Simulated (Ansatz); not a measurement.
Starting cell, InN (wurtzite):

```
CELL_PARAMETERS angstrom
      7.16106     0.00000     0.00000
     -1.79026     3.10083     0.00000
      0.00000     0.00000     5.78779
ATOMIC_POSITIONS crystal
  In 0.33333 0.33333 0.50197
  In 0.83333 0.33333 0.50197
  In 0.16667 0.66667 0.00197
  In 0.66667 0.66667 0.00197
  N  0.33333 0.33333 0.12323
  N  0.83333 0.33333 0.12323
  N  0.16667 0.66667 0.62323
  N  0.66667 0.66667 0.62323
```

A phonon eigenvector at M = (0.5, 0.0, 0.0) is frozen into this cell: atom i moves by Q times the vector below, so Q is the largest atomic displacement, in Å. The cell is held. (q is in reciprocal vectors of the primitive cell; the cell shown is doubled to hold the pattern.)

```
atom       x       y       z
----  ------  ------  ------
In1   -0.093  -0.054   0.994
In2    0.093   0.054  -0.994
In3    0.093   0.054   0.994
In4   -0.093  -0.054  -0.994
N5     0.203   0.117   0.624
N6    -0.203  -0.117  -0.624
N7    -0.203  -0.117   0.624
N8     0.203   0.117  -0.624
```

Level of theory: PBE (plane waves to 420 eV, PAW, scalar-relativistic; Ansatz, a first-principles code). k mesh 11×11×6 (Γ-centred), Fermi-Dirac smearing 0.05 eV. Energies are smeared free energies. With partly filled bands, energies and forces of such displacements shift with the k mesh and the smearing. At this level the bands of InN touch or barely overlap; measurements give the solid a gap. InN was relaxed with its symmetry unable to fall. ΔE is measured from the undisplaced structure.

| Q (Å) | ΔE (meV/cell) |
|---|---|
| -0.100 | 110 |
| -0.067 | 49 |
| -0.033 | 12 |
| 0.000 | 0 |
| 0.033 | 12 |
| 0.067 | 49 |
| 0.100 | 110 |

Q: Which DFPT wavenumber at M = (0.5, 0.0, 0.0) belongs to this mode?
A. 81 cm⁻¹
B. 111 cm⁻¹
C. 195 cm⁻¹
D. 462 cm⁻¹

A: B, 111 cm⁻¹. The curvature of the scan gives 111 cm⁻¹

(For displaced atoms, the force is minus the slope of the energy, and its curvature is a force constant, which sets phonon frequencies.)
